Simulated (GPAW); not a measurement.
# TiB2 (P6/mmm) in GPAW: a series of runs

The runs below take TiB2 through single point, relaxation of cell and atoms, with LDA+U, PBEsol, PBEsol+D3, PBEsol+D3(BJ), PBEsol+D3(BJ)+ATM.

All numbers are computed with GPAW 26.7.0; they aren't measurements. Logs are shortened: lines on timing, memory, paths and dates and some standing lists are left out, and cuts for length are marked. The log counts tension as positive stress, the text compression.

## 1. The crystal as given

Symmetry: P6/mmm, No. 191, hexagonal system. The conventional cell has a = 3.029 Å, b = 3.029 Å, c = 3.228 Å, α = 90.00°, β = 90.00°, γ = 120.00°. Ti (site symmetry 6/mmm) is surrounded by 12 B at 2.38 Å. B (site symmetry -6m2) has 3 B at 1.75 Å as nearest neighbours.

## 2. Single point, LDA+U

Contents of run.py:

```python
from ase.dft.bandgap import bandgap
from ase.io import read, write
from ase.units import GPa
from gpaw import GPAW, PW, setup_paths

setup_paths.insert(0, '.')

atoms = read('TiB2.xyz')

calc = GPAW(mode=PW(600),
            xc='LDA',
            kpts={'size': (8, 8, 7), 'gamma': True},
            occupations={'name': 'fermi-dirac', 'width': 0.05},
            setups={'Ti': ':d,8.0'},
            nbands=20,
            maxiter=120,
            txt='gpaw.txt')
atoms.calc = calc
energy = atoms.get_potential_energy()
forces = atoms.get_forces()
stress = atoms.get_stress()
calc.write('gs.gpw')
write('result.traj', atoms)
print(f'Energy: {energy:.6f} eV')
print('Forces (eV/A):')
print(forces.round(4))
print('Stress (GPa):', (stress / GPa).round(3))
print('Fermi level:', round(calc.get_fermi_level(), 4), 'eV')
print(f'Gap: {bandgap(calc)[0]:.4f} eV, direct: {bandgap(calc, direct=True)[0]:.4f} eV')
```

Contents of TiB2.xyz:

```xyz
3
Lattice="3.0292000000 0.0000000000 0.0000000000 -1.5146000000 2.6233641531 0.0000000000 0.0000000000 0.0000000000 3.2284000000" Properties=species:S:1:pos:R:3 pbc="T T T"
Ti     0.0000000000      0.0000000000      0.0000000000
B      1.5146000002      0.8744547176      1.6142000000
B     -0.0000000002      1.7489094355      1.6142000000
```

Potentials or basis: PAW data sets generated in the run's folder for this functional, pw.

The run is started by

```
$ gpaw-setup -f LDA B Ti
$ OMP_NUM_THREADS=1 python run.py
```

gpaw.txt:

```text
__  _  _
 | _ |_)|_||  |
 |__||  | ||/\| - 26.7.0

Input parameters:
  mode=PW(ecut=600.0),
  kpts=MonkhorstPack(size=(8, 8, 7), gamma=True),
  maxiter=120,
  nbands=20,
  occupations=Occupations(name='fermi-dirac', width=0.05),
  setups={'Ti': ':d,8.0'},
  xc=XC(name='LDA')

Diagonalizing LCAO Hamiltonian
Converting LCAO to pw mode

         B  B

       Ti

Atoms  # Å, Bohr magnetons
|   | symbol |         x |        y |        z |    initial magnetic moments |
|---|--------|-----------|----------|----------|-----------------------------|
| 0 |     Ti |  0.000000 | 0.000000 | 0.000000 | ( 0.0000,  0.0000,  0.0000) |
| 1 |      B |  1.514600 | 0.874455 | 1.614200 | ( 0.0000,  0.0000,  0.0000) |
| 2 |      B | -0.000000 | 1.748909 | 1.614200 | ( 0.0000,  0.0000,  0.0000) |

Unit cell  # Å
| periodic |         x |        y |        z |  lengths |     angles |
|----------|-----------|----------|----------|----------|------------|
|      yes |  3.029200 | 0.000000 | 0.000000 | 3.029200 |  90.000000 |
|      yes | -1.514600 | 2.623364 | 0.000000 | 3.029200 |  90.000000 |
|      yes |  0.000000 | 0.000000 | 3.228400 | 3.228400 | 120.000000 |

Number of symmetries: 24
Symmetry operations  # r_c * U_cc + t_c -> r_c
|    | kind |            matrix            |
|----|------|------------------------------|
|  0 |  σ   |  1, 1, 0,  0,-1, 0,  0, 0, 1 |
|  1 |  C2  |  1, 1, 0,  0,-1, 0,  0, 0,-1 |
|  2 |  C6  |  1, 1, 0, -1, 0, 0,  0, 0, 1 |
|  3 |  S6  |  1, 1, 0, -1, 0, 0,  0, 0,-1 |
|  4 |  E   |  1, 0, 0,  0, 1, 0,  0, 0, 1 |
|  5 |  σ   |  1, 0, 0,  0, 1, 0,  0, 0,-1 |
|  6 |  σ   |  1, 0, 0, -1,-1, 0,  0, 0, 1 |
|  7 |  C2  |  1, 0, 0, -1,-1, 0,  0, 0,-1 |
|  8 |  σ   |  0, 1, 0,  1, 0, 0,  0, 0, 1 |
|  9 |  C2  |  0, 1, 0,  1, 0, 0,  0, 0,-1 |
| 10 |  C3  |  0, 1, 0, -1,-1, 0,  0, 0, 1 |
| 11 |  S3  |  0, 1, 0, -1,-1, 0,  0, 0,-1 |
| 12 |  C6  |  0,-1, 0,  1, 1, 0,  0, 0, 1 |
| 13 |  S6  |  0,-1, 0,  1, 1, 0,  0, 0,-1 |
| 14 |  σ   |  0,-1, 0, -1, 0, 0,  0, 0, 1 |
| 15 |  C2  |  0,-1, 0, -1, 0, 0,  0, 0,-1 |
| 16 |  σ   | -1, 0, 0,  1, 1, 0,  0, 0, 1 |
| 17 |  C2  | -1, 0, 0,  1, 1, 0,  0, 0,-1 |
| 18 |  C2  | -1, 0, 0,  0,-1, 0,  0, 0, 1 |
| 19 |  i   | -1, 0, 0,  0,-1, 0,  0, 0,-1 |
| 20 |  C3  | -1,-1, 0,  1, 0, 0,  0, 0, 1 |
| 21 |  S3  | -1,-1, 0,  1, 0, 0,  0, 0,-1 |
| 22 |  σ   | -1,-1, 0,  0, 1, 0,  0, 0, 1 |
| 23 |  C2  | -1,-1, 0,  0, 1, 0,  0, 0,-1 |

BZ-sampling:
  Number of BZ points: 448
  Number of IBZ points: 40

  Monkhorst-Pack size: [8, 8, 7]
  Monkhorst-Pack shift: [0.0625, 0.0625, 0.0]

K-points  # in reciprocal-cell coordinates
|     |                                coordinates |     weight |
|-----|--------------------------------------------|------------|
|   0 | (  0.00000000,   0.00000000,   0.00000000) | 0.00223214 |
|   1 | (  0.00000000,   0.00000000,   0.14285714) | 0.00446429 |
|   2 | (  0.00000000,   0.00000000,   0.28571429) | 0.00446429 |
|   3 | (  0.00000000,   0.00000000,   0.42857143) | 0.00446429 |
|   4 | (  0.12500000,   0.00000000,   0.00000000) | 0.01339286 |
|   5 | (  0.12500000,   0.00000000,   0.14285714) | 0.02678571 |
|   6 | (  0.12500000,   0.00000000,   0.28571429) | 0.02678571 |
|   7 | (  0.12500000,   0.00000000,   0.42857143) | 0.02678571 |
|   8 | (  0.25000000,  -0.12500000,   0.00000000) | 0.01339286 |
|   9 | (  0.25000000,  -0.12500000,   0.14285714) | 0.02678571 |
| ... |                                            |            |
|  39 | (  0.50000000,   0.50000000,   0.42857143) | 0.01339286 |

Plane wave coefficients: 869
Cutoff: 600.0 eV

Spin-components: 1 (collinear spins)
Bands:           20
Projectors:      16
Spin-degeneracy: 2
Datatype:        complex128

Parallelization:
  kpt:    1
  domain: 1
  band:   1

Density:
  Valence electrons: 18.0
  Components: 1
  Grid points: [18 18 20]
  Charge: 0.0  # |e|

Potential:
  Grid points: [18 18 20]

species:
  Ti:
    name:    Titanium
    Z:       22.0
    valence: 12
    core:    10
    charge:  0.0  # [|e|]
    Hubbard: {U: 8.0,  # eV
              l: 2,
              scale: True}
    compensation charges:
      type: gauss
      rc: 0.38  # [Å]
      lmax: 2
    cutoffs:
      filter: 2.23  # [Å]
      core: 1.02  # [Å]
    projectors
    | kind |    occ | energy [eV] | rcut [Å] |
    |------|--------|-------------|----------|
    |   3s |  2.000 |     -62.257 |    1.270 |
    |   4s |  2.000 |      -4.593 |    1.270 |
    |   3p |  6.000 |     -38.791 |    1.058 |
    |   4p |  0.000 |      -1.536 |    1.058 |
    |   3d |  2.000 |      -4.463 |    1.058 |
    |    d |        |      22.748 |    1.058 |

    Using partial waves for Ti as LCAO basis

  B:
    name:    Boron
    Z:       5.0
    valence: 3
    core:    2
    charge:  0.0  # [|e|]
    compensation charges:
      type: gauss
      rc: 0.20  # [Å]
      lmax: 2
    cutoffs:
      filter: 1.14  # [Å]
      core: 1.42  # [Å]
    projectors
    | kind |    occ | energy [eV] | rcut [Å] |
    |------|--------|-------------|----------|
    |   2s |  2.000 |      -9.383 |    0.635 |
    |   2p |  1.000 |      -3.714 |    0.635 |
    |    s |        |      17.828 |    0.635 |
    |    p |        |      23.498 |    0.635 |
    |    d |        |       0.000 |    0.635 |

    Using partial waves for B as LCAO basis

Reference energy: -24499.177627  # eV

eigensolver:
  PPCG
  Converge bands: occupied
  niter=2

density mixing:
  MSR1-Mixer
  Pratt-step length: 0.05
  Maximum mixing coefficient: 0.75
  Old densities: 10
  SVD Regularization: 0.005
  Good broyden scale: 1.0
  Trust region scale: 1.0
  Backstep threshold: 4.0
  History deletion threshold: 6.0
  Fourier metric: weight=20.0, sigma=0.015

occupation numbers:
  Fermi-Dirac:
    width: 0.0500  # eV

poisson solver:
  ecut: 4800.0  # eV

xc functional:
  name: None

convergence criteria:
- Maximum [total energy] change in last 3 cyles: 0.0005 eV / valence electron
- Maximum integral of absolute [dens]ity change: 0.0001 electrons / valence electron
- Maximum integral of absolute [eigenst]ate change: 4e-08 eV^2 / valence electron
maximum number of iterations: 120

SCF iterations
|iter     | |      energy | eigst |  dens |
|---------|-|-------------|-------|-------|
|iter:   1| |  -23.209990 | +0.27 |       |
|iter:   2| |  -22.195928 | -2.21 | -0.80 |
|iter:   3| |  -19.452481 | -0.74 | -0.86 |
|iter:   4| |  -19.389183 | -2.33 | -1.60 |
|iter:   5| |  -19.397187 | -3.46 | -1.99 |
|iter:   6| |  -19.396457c| -3.95 | -2.46 |
|iter:   7| |  -19.396638c| -5.54 | -3.27 |
|iter:   8| |  -19.396681c| -6.31 | -3.65 |
|iter:   9| |  -19.396687c| -6.90 | -4.07c|
|iter:  10| |  -19.396688c| -7.72c| -4.91c|

Converged in 10 steps
Energy contributions relative to reference atoms: (reference = -24499.177627)

Energy contributions:
  Kinetic:          14.764691
  Coulomb:         -14.223866
  Zero:              0.214610
  External:          0.000000
  Xc:              -20.151820
  Entropy:          -0.000607
  Spinorbit:         0.000000
  ----------------------------
  Free energy:     -19.396991
  Extrapolated:    -19.396688

dipole moment: (-4.902605, -8.491562, -10.450001)  # |e|*Ang

Fermi level: 12.363
Eigenvalues  # (at kpt = [0.000, 0.000, 0.000])
| band index |      eig [eV] | occ [0-2] |
|------------|---------------|-----------|
|          0 |       -46.942 |     2.000 |
|          1 |       -23.542 |     2.000 |
|          2 |       -23.197 |     2.000 |
|          3 |       -23.197 |     2.000 |
|          4 |        -1.872 |     2.000 |
|          5 |         9.146 |     2.000 |
|          6 |         9.308 |     2.000 |
|          7 |         9.308 |     2.000 |
|          8 |        10.073 |     2.000 |
|          9 |        14.578 |     0.000 |
|         10 |        14.578 |     0.000 |
|         11 |        15.932 |     0.000 |
|         12 |        15.932 |     0.000 |
|         13 |        17.257 |     0.000 |
|         14 |        17.257 |     0.000 |
|         15 |        18.596 |     0.000 |
|         16 |        20.960 |     0.000 |
|        ... |               |           |
|         19 |        35.453 |     0.000 |

No gap
No difference between direct/indirect transitions

Forces  # eV/Ang
|       x |       y |       z |
|---------|---------|---------|
| 0.00000 | 0.00000 | 0.00000 |  # Ti   0
| 0.00000 | 0.00000 | 0.00000 |  # B    1
| 0.00000 | 0.00000 | 0.00000 |  # B    2

Stress tensor  # eV/Ang^3
|         x |         y |         z |
|-----------|-----------|-----------|
|  0.011772 | -0.000000 |  0.000000 |
| -0.000000 |  0.011772 |  0.000000 |
|  0.000000 |  0.000000 | -0.012071 |

# Writing to gs.gpw (mode='')
```

stdout:

```text
Energy: -19.396688 eV
Forces (eV/A):
[[0. 0. 0.]
 [0. 0. 0.]
 [0. 0. 0.]]
Stress (GPa): [ 1.886  1.886 -1.934  0.     0.    -0.   ]
Fermi level: 12.3634 eV
Gap: 0.0000 eV, direct: 0.0000 eV
```

Run time: 30 s. Hardware: 1 thread of Intel Xeon Platinum 8175M at 2.50GHz (Skylake/Cascade Lake), shared host; peak memory 0.15 GiB.

Results:

```
Free energy            : -19.3970 eV
Pressure               : -0.6 GPa
Band gap on the k mesh : none (metal or under the smearing width)
```

Caveat: the cutoff is short for stress and forces, so pressures can be off by a GPa or more; U without spin polarisation on a metal has little footing; the U is typed as a test and isn't derived for this compound.

## 3. Relaxation of cell and atoms, PBEsol

Contents of run.py:

```python
from ase import Atoms
from ase.filters import FrechetCellFilter
from ase.io import write
from ase.optimize import BFGS
from gpaw import GPAW, PW, setup_paths

setup_paths.insert(0, '.')

atoms = Atoms(['Ti', 'B', 'B'],
              cell=[[3.0292, 0.0, 0.0],
                    [-1.5146, 2.6233641531, 0.0],
                    [0.0, 0.0, 3.2284]],
              scaled_positions=[[0.0, 0.0, 0.0],
                                [0.6666666667, 0.3333333333, 0.5],
                                [0.3333333333, 0.6666666667, 0.5]],
              pbc=True)

calc = GPAW(mode=PW(800),
            xc='PBEsol',
            kpts={'size': (7, 7, 6), 'gamma': True},
            occupations={'name': 'fermi-dirac', 'width': 0.05},
            nbands=20,
            convergence={'density': 1e-05, 'forces': 0.0001},
            maxiter=150,
            txt='gpaw.txt')
atoms.calc = calc
opt = BFGS(FrechetCellFilter(atoms), trajectory='relax.traj', logfile='-')
done = opt.run(fmax=0.02, steps=60)
calc.write('gs.gpw')
write('result.traj', atoms)
print('Converged:', done)
print('Cell:', atoms.cell.cellpar().round(4))
print('Volume:', round(atoms.get_volume(), 4))
print(atoms.get_scaled_positions().round(5))
```

Potentials or basis: PAW data sets generated in the run's folder for this functional, pw.

The run is started by

```
$ gpaw-setup -f PBEsol B Ti
$ OMP_NUM_THREADS=1 python run.py
```

It took 35 s on 1 thread of Intel Xeon 6975P-C (Granite Rapids), shared host; peak memory 0.24 GiB.

The run converged. Its results:

- Free energy: -24.7490 eV
- Relaxed volume: 8.39 Å³/atom
- Relaxed cell: a = 3.020 Å, b = 3.020 Å, c = 3.185 Å, α = 90.00°, β = 90.00°, γ = 120.00°
- Space group after relaxing (to 0.05 Å): P6/mmm (No. 191)
- Energy gained by relaxing: 2.6 meV/atom
- Ionic steps: 5
- Pressure after relaxing: 0.0 GPa
- Band gap on the k mesh: none (metal or under the smearing width)

Step by step:
```
step  energy change (eV)  largest force (eV/Å)  pressure (GPa)  volume (Å³)
   1              0.0000                0.0000           -4.65        25.66
   2             -0.0024                0.0000           -3.79        25.56
   3             -0.0070                0.0000            0.44        25.14
   4             -0.0071                0.0000            0.36        25.14
   5             -0.0077                0.0000            0.00        25.16
```

Final structure:
```
CELL_PARAMETERS angstrom
3.02016 0.00000 0.00000
-1.51008 2.61554 0.00000
0.00000 0.00000 3.18539
ATOMIC_POSITIONS crystal
Ti 0.00000 0.00000 0.00000
B 0.66667 0.33333 0.50000
B 0.33333 0.66667 0.50000
```

Levels at points of the mesh, in eV from the Fermi level:
```tsv
k point	band 5	band 6	band 7	band 8	band 9	band 10	band 11	band 12	band 13	band 14
(0.00, 0.00, 0.00)	-13.46	-2.60	-2.60	-2.10	-2.06	2.07	2.07	3.95	3.95	5.87
(0.00, 0.00, 0.50)	-11.42	-7.58	-0.47	-0.47	-0.15	-0.15	0.55	0.55	1.92	6.63
```

Caveat: later steps reuse the first step's grids.

## 4. Relaxation of cell and atoms, PBEsol+D3

run.py, as its differences from that of step 3:

```diff
@@ -1,2 +1,3 @@
 from ase import Atoms
+from ase.calculators.mixing import SumCalculator
 from ase.filters import FrechetCellFilter
@@ -4,2 +5,3 @@
 from ase.optimize import BFGS
+from dftd3.ase import DFTD3
 from gpaw import GPAW, PW, setup_paths
@@ -25,3 +27,3 @@
             txt='gpaw.txt')
-atoms.calc = calc
+atoms.calc = SumCalculator([calc, DFTD3(method='pbesol', damping='d3zero')])
 opt = BFGS(FrechetCellFilter(atoms), trajectory='relax.traj', logfile='-')
```

The run is started by

```
$ gpaw-setup -f PBEsol B Ti
$ OMP_NUM_THREADS=1 python run.py
```

It took 47 s on 1 thread of Intel Xeon 6975P-C (Granite Rapids), shared host; peak memory 0.24 GiB.

It converged, with:

* Free energy: -25.4639 eV
* Relaxed volume: 8.24 Å³/atom
* Relaxed cell: a = 3.004 Å, b = 3.004 Å, c = 3.163 Å, α = 90.00°, β = 90.00°, γ = 120.00°
* Space group after relaxing (to 0.05 Å): P6/mmm (No. 191)
* Energy gained by relaxing: 9.5 meV/atom
* Ionic steps: 6
* Pressure after relaxing: -0.2 GPa
* Band gap on the k mesh: none (metal or under the smearing width)
* Dispersion energy per atom: -0.241 eV

Stress tensor (GPa, compression positive):
```
-0.15  0.00  0.00
 0.00 -0.15  0.00
 0.00  0.00 -0.26
```

The path:
```
step  energy change (eV)  largest force (eV/Å)  pressure (GPa)  volume (Å³)
   1              0.0000                0.0000           -9.49        25.66
   2             -0.0097                0.0000           -7.72        25.47
   3             -0.0271                0.0000            0.58        24.68
   4             -0.0275                0.0000            0.28        24.70
   5             -0.0285                0.0000           -0.37        24.74
   6             -0.0285                0.0000           -0.19        24.72
```

Final structure:
```
CELL_PARAMETERS angstrom
3.00442 0.00000 0.00000
-1.50221 2.60190 0.00000
0.00000 0.00000 3.16276
ATOMIC_POSITIONS crystal
Ti 0.00000 0.00000 0.00000
B 0.66667 0.33333 0.50000
B 0.33333 0.66667 0.50000
```

Levels at points of the mesh, in eV from the Fermi level:
```tsv
k point	band 5	band 6	band 7	band 8	band 9	band 10	band 11	band 12	band 13	band 14
(0.00, 0.00, 0.00)	-13.55	-2.66	-2.66	-2.10	-2.08	2.13	2.13	4.05	4.05	5.93
(0.00, 0.00, 0.50)	-11.45	-7.65	-0.47	-0.47	-0.16	-0.16	0.56	0.56	1.99	6.67
```

Caveat: later steps reuse the first step's grids; pairwise dispersion overbinds metals, which lowers pressure and volume.

(Continued in part 2 of 2.)
